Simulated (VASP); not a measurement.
# Mo (Im-3m) in VASP: further runs

Aim: see how the results for Mo move with the level of theory and the settings. Levels: LDA, r2SCAN, PBE. Tasks: band structure.

All numbers are computed with VASP 6.6.1; they aren't measurements. Logs are shortened: lines on timing, memory, paths and dates and some standing lists are left out, and cuts for length are marked.

### Step 1. The structure

The structure is cubic, space group Im-3m (No. 229). The conventional cell has a = 3.131 Å, b = 3.131 Å, c = 3.131 Å, α = 90.00°, β = 90.00°, γ = 90.00°. Around Mo (site symmetry m-3m) lie 8 Mo at 2.71 Å.

### Step 2. Band structure, LDA

Input file INCAR:

```
PREC     = Accurate       # precision mode
ENCUT    = 520            # plane-wave cutoff, eV
EDIFF    = 1E-6           # SCF threshold, eV
ISMEAR   = 1              # smearing method
SIGMA    = 0.1            # smearing width, eV
LREAL    = F              # projectors in reciprocal space
LASPH    = T              # aspherical terms in the spheres
NELM     = 80             # most SCF steps
ALGO     = Normal         # electronic algorithm
ISIF     = 2              # what is computed and relaxed
LWAVE    = F              # write WAVECAR
LCHARG   = F              # write CHGCAR
LMAXMIX  = 4              # l up to which the mixer works
GGA      = CA             # functional
NBANDS   = 13             # bands
KPAR     = 4
```

Input file KPOINTS:

```
Automatic mesh
0
Gamma
  16 16 16
```

Input file POSCAR:

```
Mo                                      
1.0
   -1.5653291279      1.5653291279      1.5653291279
    1.5653291279     -1.5653291279      1.5653291279
    1.5653291279      1.5653291279     -1.5653291279
  Mo            
     1
Direct
     0.0000000000000000    0.0000000000000000    0.0000000000000000
```

Input file KPOINTS_OPT:

```
explicit points
128
Reciprocal
 0.0000000000  0.0000000000  0.0000000000 1
 0.0555555556 -0.0555555556  0.0555555556 1
 0.1111111111 -0.1111111111  0.1111111111 1
 0.1666666667 -0.1666666667  0.1666666667 1
 0.2222222222 -0.2222222222  0.2222222222 1
 0.2777777778 -0.2777777778  0.2777777778 1
[... 120 lines left out ...]
-0.0123950000  0.0123950000  0.5000000000 1
 0.0123950000 -0.0123950000  0.5000000000 1
```

Potentials or basis: VASP PAW LDA potentials, release 64 (Mo_sv).

Launch:

```
cat potpaw_LDA.64/Mo_sv/POTCAR > POTCAR
mpirun -np 4 vasp_std > vasp.out
```

OUTCAR:

```text
PREC = Accurate
   ENCUT = 520
   EDIFF = 1E-6
   ISMEAR = 1
   LREAL = F
   LASPH = T
   NELM = 80
   ISIF = 2
   GGA = CA

 ion  position               nearest neighbor table
   1  0.000  0.000  0.000-

  LATTYP: Found a body centered cubic cell.
 ALAT       =     3.1306582558

  Lattice vectors:

 A1 = (  -1.5653291279,   1.5653291279,   1.5653291279)
 A2 = (   1.5653291279,  -1.5653291279,   1.5653291279)
 A3 = (   1.5653291279,   1.5653291279,  -1.5653291279)

Analysis of symmetry for initial positions (statically):
=====================================================================
 Subroutine PRICEL returns:
 Original cell was already a primitive cell.

 Routine SETGRP: Setting up the symmetry group for a
 body centered cubic supercell.

 Subroutine GETGRP returns: Found 48 space group operations
 (whereof 48 operations were pure point group operations)
 out of a pool of 48 trial point group operations.

The static configuration has the point symmetry O_h .

Analysis of symmetry for dynamics (positions and initial velocities):
=====================================================================
 Subroutine PRICEL returns:
 Original cell was already a primitive cell.

 Routine SETGRP: Setting up the symmetry group for a
 body centered cubic supercell.

 Subroutine GETGRP returns: Found 48 space group operations
 (whereof 48 operations were pure point group operations)
 out of a pool of 48 trial point group operations.

The dynamic configuration has the point symmetry O_h .

 Subroutine INISYM returns: Found 48 space group operations
 (whereof 48 operations are pure point group operations),
 and found     1 'primitive' translations

----------------------------------------------------------------------------------------

                                     Primitive cell

  volume of cell :      15.3418

  direct lattice vectors                    reciprocal lattice vectors
    -1.565329128  1.565329128  1.565329128     0.000000000  0.319421642  0.319421642
     1.565329128 -1.565329128  1.565329128     0.319421642  0.000000000  0.319421642
     1.565329128  1.565329128 -1.565329128     0.319421642  0.319421642  0.000000000

  length of vectors
     2.711229580  2.711229580  2.711229580     0.451730418  0.451730418  0.451730418

[... 84 lines left out ...]
   ISIF   =      2    stress and relaxation
   ISYM   =      2    0-nonsym 1-usesym 2-fastsym
   POTIM  = 0.5000    time-step for ionic-motion
   TEBEG  =    0.0;   TEEND  =   0.0 temperature during run
   PSTRESS=    0.0 pullay stress
   NELECT =      14.0000    total number of electrons
   NUPDOWN=      -1.0000    fix difference up-down
   EMIN   =  10.00;   EMAX   =-10.00  energy-range for DOS
   EFERMI =   0.00;   METHOD = LEGACY
   ISMEAR =     1;   SIGMA  =   0.10  broadening in eV -4-tet -1-fermi 0-gaus
   EFERMI_NEDOS =   21; number of points for ismear=-14 and -15
   IALGO  =     38    algorithm
   IMIX   =      4    mixing-type and parameters
     AMIX     =   0.40;   BMIX     =  1.00
     AMIX_MAG =   1.60;   BMIX_MAG =  1.00
  volume/ion in A,a.u.               =      15.34       103.53
  Fermi-wavevector in a.u.,A,eV,Ry     =   1.587907  3.000710 34.306410  2.521450
  Thomas-Fermi vector in A             =   2.686993
   LORBIT       =      0    0 simple, 1 ext, 2 COOP (PROOUT), +10 PAW based schemes
   GGA     = CA    functional components
   LHFCALC =     F    Hartree Fock is set to
   AEXX    =    0.0000 exact exchange contribution
   IVDW    =     0    specifies the selected vdW correction
   LEPSILON=     F    determine dielectric tensor
   LRPA    =     F    only Hartree local field effects (RPA)
 non-spin polarized calculation
 Methfessel and Paxton  Order N= 1 SIGMA  =   0.10
  energy-cutoff  :      520.00
  volume of cell :       15.34
 maximum number of plane-waves:       427
   NGX =  9   NGY =  9   NGZ =  9

 number of electron      13.9999998 magnetization

 Free energy of the ion-electron system (eV)
  ---------------------------------------------------
  ext. energy  EPLUGINS =         0.00000000
  ---------------------------------------------------
  free energy    TOTEN  =       -12.13318781 eV

  energy without entropy =      -12.13365179  energy(sigma->0) =      -12.13334247

 E-fermi :  12.7892     XC(G=0): -13.7074

 val. band max:       12.7538657851   @ k =  -0.1875   0.1875   0.0625
 cond. band min:      12.8029341942   @ k =  -0.1250   0.1250   0.1250
 fundamental gap:      0.0490684091
 Fermi energy:        12.7891797967

 k-point     1 :       0.0000    0.0000    0.0000
  band No.  band energies     occupation
      1     -48.1612      2.00000
      2     -21.5570      2.00000
      3     -21.5570      2.00000
      4     -21.5570      2.00000
      5       5.4829      2.00000
      6      11.3648      2.00000
      7      11.3648      2.00000
      8      11.3648      2.00000
      9      14.4331     -0.00000
     10      14.4331     -0.00000
     11      27.6234      0.00000
     12      27.6234      0.00000
     13      27.6234      0.00000
[... 354 lines left out ...]
  band No.  band energies     occupation
      1     -47.9029      2.00000
      2     -22.7411      2.00000
      3     -22.0477      2.00000
      4     -21.6883      2.00000
      5       8.5189      2.00000
      6       9.7777      2.00000
      7      10.9617      2.00000
      8      13.8642     -0.00000
      9      15.2309      0.00000
     10      17.5510      0.00000
     11      26.1673      0.00000
     12      27.7068      0.00000
     13      30.5681      0.00000

 [... further k-points ...]

------------------------ aborting loop because EDIFF is reached ----------------------------------------

  FORCE on cell =-STRESS in cart. coord.  units (eV):
  Direction    XX          YY          ZZ          XY          YZ          ZX
  --------------------------------------------------------------------------------------
  -------------------------------------------------------------------------------------
  Total       -0.4047392     -0.4047392     -0.4047392      0.0000000      0.0000000      0.0000000
  in kB      -42.2677202    -42.2677202    -42.2677202      0.0000000      0.0000000      0.0000000
  external PRESSURE =     -42.2677202 kB  Pullay stress =       0.0000000 kB

 VOLUME and BASIS-vectors are now :
 -----------------------------------------------------------------------------
  energy-cutoff  :      520.00
  volume of cell :       15.34
      direct lattice vectors                 reciprocal lattice vectors
    -1.565329128  1.565329128  1.565329128     0.000000000  0.319421642  0.319421642
     1.565329128 -1.565329128  1.565329128     0.319421642  0.000000000  0.319421642
     1.565329128  1.565329128 -1.565329128     0.319421642  0.319421642  0.000000000

 POSITION                                       TOTAL-FORCE (eV/Angst)
 -----------------------------------------------------------------------------------
      0.00000      0.00000      0.00000        -0.000000      0.000000     -0.000000
 -----------------------------------------------------------------------------------
    total drift:                                0.000000     -0.000000      0.000000

  FREE ENERGIE OF THE ION-ELECTRON SYSTEM (eV)
  ---------------------------------------------------
  free  energy   TOTEN  =       -12.1331878093 eV

  energy  without entropy=      -12.1336517941  energy(sigma->0) =      -12.13334247
```

Wall time 3.7 s (4 MPI ranks of Intel Xeon 6975P-C (Granite Rapids), shared host); peak memory 0.15 GiB.

Results:

```yaml
Free_energy: -12.1332 eV
Pressure: -4.2 GPa
Band_gap_along_the_path: none (metal or under the smearing width)
```

Levels at the corners of the path, in eV from the Fermi level:
```tsv
point	band 3	band 4	band 5	band 6	band 7	band 8	band 9	band 10	band 11	band 12
Γ	-34.35	-34.35	-7.31	-1.42	-1.42	-1.42	1.64	1.64	14.83	14.83
H	-35.38	-35.38	-5.63	-5.63	4.11	4.11	4.11	9.18	9.18	9.18
H	-35.38	-35.38	-5.63	-5.63	4.11	4.11	4.11	9.18	9.18	9.18
N	-34.83	-34.36	-5.47	-3.52	1.69	1.73	2.33	4.90	11.91	11.98
N	-34.83	-34.36	-5.47	-3.52	1.69	1.73	2.33	4.90	11.91	11.98
Γ	-34.35	-34.35	-7.31	-1.42	-1.42	-1.42	1.64	1.64	14.83	14.83
Γ	-34.35	-34.35	-7.31	-1.42	-1.42	-1.42	1.64	1.64	14.83	14.83
P	-35.11	-35.11	-2.66	-2.66	-2.66	2.46	2.46	9.67	11.79	11.79
P	-35.11	-35.11	-2.66	-2.66	-2.66	2.46	2.46	9.67	11.79	11.79
H	-35.38	-35.38	-5.63	-5.63	4.11	4.11	4.11	9.18	9.18	9.18
P	-35.11	-35.11	-2.66	-2.66	-2.66	2.46	2.46	9.67	11.79	11.79
N	-34.83	-34.36	-5.47	-3.52	1.69	1.73	2.33	4.90	11.91	11.98
```

[end of part 1 of 2]
